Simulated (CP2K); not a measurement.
The system is HfC.

```
Hf C
1.0
     3.28805    0.00000    0.00000
     1.64402    2.84753    0.00000
     1.64402    0.94918    2.68468
Hf C
1 1
Cartesian
  3.2880 1.8984 1.3423
  0.0000 0.0000 0.0000
```

Base run:

```yaml
Program: CP2K 2026.2
Functional: PBE
Potentials_or_basis: POTENTIAL_UZH Hf GTH-PBE-q12, C GTH-PBE-q4; TZVP-MOLOPT-PBE-GTH basis
Density_cutoff: 9184 eV
k_mesh: 10 × 10 × 10
Occupations: fermi-dirac, width 0.05 eV
Spin: no spin polarisation
```

Its results: band gap on the k mesh none (metal or under the smearing width); pressure -1.6 GPa.

Q: The run is repeated on the same cell with these changes: functional from PBE to PBEsol. What comes out?

A: Band gap on the k mesh none (metal or under the smearing width); pressure -6.5 GPa.

PBEsol binds more tightly than PBE, so the same cell stands under less pressure.

Caveats: spin-orbit coupling is left out, which moves the levels of the heavy elements; the basis of atomic orbitals isn't converged, which shifts pressures, moduli and gaps; the potentials were made for another functional, which shifts forces and pressure (some runs).
